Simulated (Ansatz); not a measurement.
# Te (Imma) in Ansatz: settings compared

Aim: see how the results for Te move with the level of theory and the settings. Levels: PBE+D3(BJ)-ATM, PBE+D4. Tasks: relaxation of cell and atoms.

Everything below comes from runs of Ansatz 0.2.0. Logs are shortened: lines on timing, memory, paths and dates and some standing lists are left out, and cuts for length are marked.

## 1. Starting point

The structure is orthorhombic, space group Imma (No. 74). Conventional cell: a = 5.916 Å, b = 7.752 Å, c = 3.070 Å, α = 90.00°, β = 90.00°, γ = 90.00°. Te (site symmetry mm2) is surrounded by 4 Te at 2.96 to 3.07 Å.

This isn't the form of Te at room conditions, which is trigonal, of chains.

## 2. Relaxation of cell and atoms, PBE+D3(BJ)-ATM

File input.yaml:

```yaml
crystal:
  lattice:
    - [-2.9577914636, 3.8759656627, 1.5351528885]
    - [2.9577914636, -3.8759656627, 1.5351528885]
    - [2.9577914636, 3.8759656627, -1.5351528885]
  atoms:
    - { symbol: Te, position: [0.00092902, 0.75092902, 0.25] }
    - { symbol: Te, position: [0.99907098, 0.24907098, 0.75] }
hamiltonian:
  xc: pbe
  pseudopotentials: { kind: paw }
  dispersion: d3bjatm
kpoints:
  mp_grid: { grid: [10, 10, 10] }
scf:
  occupations: { method: fermi_dirac, width: 0.05 }
output:
  forces: true
  stress: true
  eigenvalues: true
relax:
  f_tol: 0.01
  max_steps: 40
  cell: { stress_tol: 0.05 }
```

Potentials or basis: Ansatz PAW.

On the command line:

```sh
ansatz run input.yaml --threads 2 --pin off --max-ram 5632MiB --backend cpu --events-out ev --progress --plain --runs-dir out
```

What it wrote:

```text
Warning: RAYON_NUM_THREADS=2 ignored (pool sized by the plan → 2); use --threads N
Engine: ansatz 0.2.0, aarch64-unknown-linux-gnu
Pseudopotentials: kind: paw
Pseudopotential: Te, paw, valence charge 16, recommended cutoff 420 eV (normal), Te.paw.azcp
Functional definition: PBE
  parameter kappa = 0.804
  parameter beta = 0.06672455060314922
  exchange = pbe_x(kappa = kappa, mu = beta*pi^2/3)
  correlation = pbe_c(beta = beta)
Crystal: 2 atoms, lattice volume = 70.398 Å³
Basis set: ecut = 420 eV, 1381 PW (Γ), exchange–correlation on 72×72×72 points (8 copies of the dense FFT grid, shifted against one another)
Bands: 20, of which v1, the nominal top of the filled ones, is band 16 counted from 1 (15 counted from 0)
Symmetry: 8 space group operations
Space group: Imma (ITA 74), of the structure as read, at distance tolerance 4.1e-5 Å
k-points: 171 of 1000
Non-local potential: Te, projectors of the file, l = 0: 2, l = 1: 2, l = 2: 2, l = 3: 2
PAW form: soft (Blöchl's): semilocal exchange-correlation on the pseudo side does not see the compensation charge
PAW one-centre angular grid: Te, 590 points (default); XC on 64 Gauss nodes
Initial density: superposition of atomic densities (neutral atoms: chi_scale 0, normalization atom), corrected by the library's trained network
Initial wavefunctions: pseudopotential atomic-orbital guess
Functional: x = pbe(κ = 0.804, μ = 0.2195149727645171), c = pbe(β = 0.06672455060314922)
SCF iter   1: F=—  HF=-13960.394083 eV  |F-HF|=—  |Δ(HF+E_count)|=         —  Δρ=1.19e-3  dr2=1.05e-3  ethr=1.77e-3  ⟨swp⟩=6.4  Hψ=17626  notcnv=0
preconditioner: auto → LDOS  [metal: Δε(μ)=0.012 eV  Ē_g=9.303 eV  σ=0.050 eV  W_gap=0.06  n_scr=16 (ndim 8)  ℏωp=15.3 eV  f_vac=0.042  D(μ)=1.23/eV (n_scr^D=6)  β→1.0]
SCF iter   2: F=—  HF=-13960.393780 eV  |F-HF|=—  |Δ(HF+E_count)|=   3.03e-4  Δρ=5.66e-4  dr2=1.67e-4  ethr=3.28e-6  ⟨swp⟩=2.3  Hψ=8221  notcnv=0  defer=16
SCF iter   3: F=—  HF=-13960.393659 eV  |F-HF|=—  |Δ(HF+E_count)|=   1.21e-4  Δρ=9.84e-5  dr2=8.81e-6  ethr=5.21e-7  ⟨swp⟩=2.0  Hψ=6126  notcnv=0  defer=16
SCF iter   4: F=—  HF=-13960.393673 eV  |F-HF|=—  |Δ(HF+E_count)|=   1.39e-5  Δρ=2.37e-5  dr2=3.50e-7  ethr=2.75e-8  ⟨swp⟩=3.0  Hψ=6340  notcnv=0  defer=16
iter 5 did not close the SCF: its close was put off for the readings that it lacked (scf_convergence_deferred on its scf_iter line)
SCF iter   5: F=-13960.393673 eV  HF=-13960.393673 eV  |F-HF|=2.97e-9  |Δ(HF+E_count)|=   3.37e-7  Δρ=4.93e-6  dr2=2.32e-8  ethr=1.09e-9  ⟨swp⟩=2.0  Hψ=6125  notcnv=0  defer=16
SCF iter   6: F=-13960.393673 eV  HF=-13960.393673 eV  |F-HF|=3.20e-10  |Δ(HF+E_count)|=   2.45e-9  Δρ=1.29e-6  dr2=9.73e-10  ethr=7.26e-11  ⟨swp⟩=3.2  Hψ=12017  notcnv=0
SCF 1 converged in 6 iterations: F = -13960.393673 eV  dr2 = 9.73e-10
relax step   1: F+E_penalty+E_count = -13960.39367298 eV  Δ(F+E_penalty+E_count) = +0.000e0 eV  max|allowed force component| = 2.404e-3 eV/Å  Δτ_max = 0.0000 Å  P = -1.175 GPa  Ω = 70.398 Å³  (6 SCF iters, dr2 threshold 1.00e-7 eV, accepted)
Crystal: 2 atoms, lattice volume = 65.941 Å³
Basis set: ecut = 420 eV, 1285 PW (Γ), exchange–correlation on 72×72×72 points (8 copies of the dense FFT grid, shifted against one another)
Initial density: handed on by an earlier stage of this run
[... 83 lines left out ...]
SCF 9 converged in 5 iterations: F = -13960.442862 eV  dr2 = 2.45e-12
relax step   9: F+E_penalty+E_count = -13960.44286239 eV  Δ(F+E_penalty+E_count) = +1.161e-5 eV  max|allowed force component| = 3.329e-5 eV/Å  Δτ_max = 0.0000 Å  P = -0.006 GPa  Ω = 62.521 Å³  stress off target by 1.03e-2 GPa  SCF on the basis re-selected at this cell (its energy is not comparable with the rows above)  (5 SCF iters)
basis re-selected at this cell: Δ(F+E_penalty+E_count) = +1.161e-5 eV, ΔP = +0.000 GPa vs the last step (what re-selecting the basis moved, of the pressure what is left beyond the Pulay correction that the steps carried, after the strain that the cell walked since its last selection, with what the two solves' SCF thresholds leave and, on support functions, any second-order correction that the steps lacked; it is no measure of the basis error at this ecutwfc). This SCF's stress stands 1.03e-2 GPa from its target on what of the cell is left free (relax.cell.stress_tol is 5.00e-2 GPa) and its largest allowed force component is 3.33e-5 eV/Å (relax.f_tol is 1.00e-2 eV/Å): within both
SCF converged after 5 iterations
Free energy (F): -13960.442862 eV
Harris-Foulkes:  -13960.442862 eV  (|F-HF|=3.64e-12)
Internal energy: -13960.431922 eV  (E = F + TS)
E sigma→0 (E₀):  -13960.437392 eV
Entropy (-TS):   -0.010941 eV (-5.470 meV/atom)
Fermi energy:    9.740783 eV
--- Per-component energies (eV) ---
  E_band       = -497.639887
  E_kinetic    = 360.665857
  E_local      = -2345.366164  (includes V_loc(G=0)·N_el)
  E_nonlocal   = -620.960701
  E_hartree    = 1537.328065
  E_xc         = -248.438875
  E_vxc        = -208.025436  (∫ρ·V_xc dr)
  E_paw        = -9323.863205  (= ΣΔE_a)
  E_vpaw       = -758.609126  (= ΣTr[D̂ρ^β])
  E_aug_tail   = -0.000374  (compensation charges beyond the density's cutoff)
  E_ewald      = -3318.903092
  E_disp       = -0.893433  (pairwise vdW)
  E_smearing   = -0.010941  (= −TS)
  E_closure    = 0.000000  (closes the sum)
  Σ components = -13960.442862   (vs F -13960.442862, Δ=0.00e0)
--- Forces (eV/Å), atoms counted from 1 ---
  atom   1  Te     0.00000000     0.00000000     0.00003329
  atom   2  Te     0.00000000    -0.00000000    -0.00003329
  max |Σ_I F_I| component: 0.00e0 eV/Å
--- Stress (GPa, compression-positive) ---
       -0.010254       0.000000      -0.000000
        0.000000       0.001195      -0.000000
       -0.000000      -0.000000      -0.010341
  P = ⅓ Tr σ = -0.0065 GPa (-0.065 kbar)
--- Band table (eV; the first three rows and the last of 171) ---
  k-point 0: bands = ["-27.5557", "-27.4815", "-27.4762", "-27.4485", "-27.3961", "-27.3753", "-27.3659", "-27.3576", "-27.3566", "-27.3198", "-3.9462", "-0.3362", "4.4919", "6.5166", "9.5368", "12.1569", "12.5493", "12.6050", "13.5688", "14.9517"]
  k-point 1: bands = ["-27.5533", "-27.4807", "-27.4776", "-27.4493", "-27.3951", "-27.3745", "-27.3656", "-27.3585", "-27.3568", "-27.3217", "-3.8872", "-0.4929", "4.6700", "6.5194", "9.3271", "12.1290", "12.4216", "12.5574", "13.5194", "15.3000"]
  k-point 2: bands = ["-27.5464", "-27.4819", "-27.4783", "-27.4516", "-27.3923", "-27.3718", "-27.3650", "-27.3612", "-27.3574", "-27.3271", "-3.7118", "-0.9002", "5.1527", "6.5522", "8.8263", "11.0926", "12.5849", "13.1762", "13.3871", "16.1977"]
  k-point 170: bands = ["-27.5552", "-27.4809", "-27.4750", "-27.4489", "-27.3917", "-27.3676", "-27.3630", "-27.3607", "-27.3592", "-27.3297", "-2.8614", "-1.4491", "3.4798", "4.2566", "11.4829", "11.6031", "13.4728", "14.4751", "16.5023", "18.2687"]
--- Relaxed structure (7 steps of the walk, 6 accepted, 2 SCFs on fresh bases) ---
  F+E_penalty+E_count = -13960.44286239 eV   max|allowed force component| = 3.329e-5 eV/Å   (the final SCF, on the basis selected at the relaxed cell)
  cell:  # Å, volume = 62.5209 Å³
    - [-2.993912347733423, 3.370273080859221, 1.5490340455385203]
    - [2.993912347733423, -3.370273080859221, 1.5490340455385203]
    - [2.993912347733423, 3.370273080859221, -1.5490340455385203]
  atoms:
    - { symbol: Te, position: [-9.990644939505966e-6, 0.7499900093550604, 0.25000000000000006] }
    - { symbol: Te, position: [1.0000099906449393, 0.2500099906449395, 0.7499999999999999] }
```

It took 46 s on 2 threads of Arm Neoverse V2, shared host; peak memory 0.5 GiB.

What came out:

```yaml
Free_energy: -13960.4429 eV
Relaxed_volume: 31.26 Å³/atom
Relaxed_cell: a = 4.767 Å, b = 4.767 Å, c = 4.767 Å, α = 102.18°, β = 90.01°, γ = 142.07°
Space_group_after_relaxing_to_0.05_Å: Cmmm (No. 65)
Energy_gained_by_relaxing: 24.6 meV/atom
Ionic_steps: 8
Pressure_after_relaxing: 0.0 GPa
Band_gap_on_the_k_mesh: none (metal or under the smearing width)
```

Step by step:
```
step  energy change (eV)  largest force (eV/Å)  volume (Å³)
   1              0.0000                0.0024        70.40
   2             -0.0320                0.0002        65.94
   3             -0.0416                0.0003        64.62
   4             -0.0494                0.0002        62.60
   5             -0.0499                0.0001        62.61
   6             -0.0492                0.0001        62.61
   7             -0.0492                0.0000        62.52
   8             -0.0492                0.0000        62.52
```

Final structure:
```xyz
2
Lattice="-2.9939 3.3703 1.5490 2.9939 -3.3703 1.5490 2.9939 3.3703 -1.5490" Properties=species:S:1:pos:R:3 pbc="T T T"
Te    2.9939   -1.6851    0.7745
Te    0.0000    5.0554    0.7745
```

Caveat: the plane-wave basis is chosen anew once the cell has moved, so the energies of steps on either side of that aren't comparable; pairwise dispersion overbinds metals, which lowers pressure and volume.

## 3. Relaxation of cell and atoms, PBE+D4

Edit input.yaml of step 2 so:

```diff
@@ -11,3 +11,3 @@
   pseudopotentials: { kind: paw }
-  dispersion: d3bjatm
+  dispersion: d4
 kpoints:
@@ -20,2 +20,6 @@
   eigenvalues: true
+  write_density: true
+  write_potential: true
+  elf: true
+  volumetric_format: npy
 relax:
```

Potentials or basis: Ansatz PAW.

On the command line:

```sh
ansatz run input.yaml --threads 2 --pin off --max-ram 5632MiB --backend cpu --events-out ev --progress --plain --runs-dir out
```

It took 65 s on 2 threads of Arm Neoverse V2, shared host; peak memory 0.5 GiB.

Results (log left out):

```
Free energy                            : -13960.5857 eV
Relaxed volume                         : 30.25 Å³/atom
Relaxed cell                           : a = 4.679 Å, b = 4.679 Å, c = 4.679 Å, α = 98.73°, β = 93.96°, γ = 141.19°
Space group after relaxing (to 0.05 Å) : Cmmm (No. 65)
Energy gained by relaxing              : 36.4 meV/atom
Ionic steps                            : 11
Pressure after relaxing                : 0.0 GPa
Band gap on the k mesh                 : none (metal or under the smearing width)
```

Step by step:
```csv
step,energy change (eV),largest force (eV/Å),volume (Å³)
1,0.0000,0.0024,70.40
2,-0.0405,0.0006,65.74
3,-0.0560,0.0003,63.67
4,-0.0659,0.0005,61.73
5,-0.0672,0.0000,61.83
6,-0.0695,0.0002,61.37
7,-0.0706,0.0007,60.02
8,-0.0730,0.0002,60.65
9,-0.0734,0.0000,60.43
10,-0.0734,0.0000,60.49
11,-0.0727,0.0000,60.49
```

Final structure:
```cif
data_structure
_symmetry_space_group_name_H-M 'P 1'
_symmetry_Int_Tables_number 1
_cell_length_a 4.6789
_cell_length_b 4.6789
_cell_length_c 4.6789
_cell_angle_alpha 98.732
_cell_angle_beta 93.957
_cell_angle_gamma 141.187
_cell_volume 60.49
loop_
_atom_site_label
_atom_site_type_symbol
_atom_site_fract_x
_atom_site_fract_y
_atom_site_fract_z
_atom_site_occupancy
Te1 Te 0.00000 0.75000 0.25000 1
Te2 Te 0.00000 0.25000 0.75000 1
```

Levels at points of the mesh, in eV from the Fermi level:
```tsv
k point	band 12	band 13	band 14	band 15	band 16	band 17	band 18	band 19	band 20
(0.00, 0.00, 0.00)	-10.09	-5.01	-3.85	0.54	2.14	2.17	2.88	3.33	5.97
(0.00, 0.00, -0.50)	-12.42	-2.53	-2.53	-2.29	-2.29	2.89	2.89	7.62	7.62
(0.00, -0.50, 0.00)	-10.33	-4.80	-4.80	-1.55	-1.55	-0.50	-0.50	5.99	5.99
(0.00, -0.50, -0.50)	-8.75	-6.07	-4.18	-4.09	-1.00	0.80	2.49	4.09	4.33
(-0.50, -0.50, -0.50)	-11.64	-6.39	-5.89	1.55	2.29	3.37	4.62	6.41	9.09
```

Caveat: the plane-wave basis is chosen anew once the cell has moved, so the energies of steps on either side of that aren't comparable; pairwise dispersion overbinds metals, which lowers pressure and volume. The run has no spin-orbit coupling, so splittings on Te are missing.
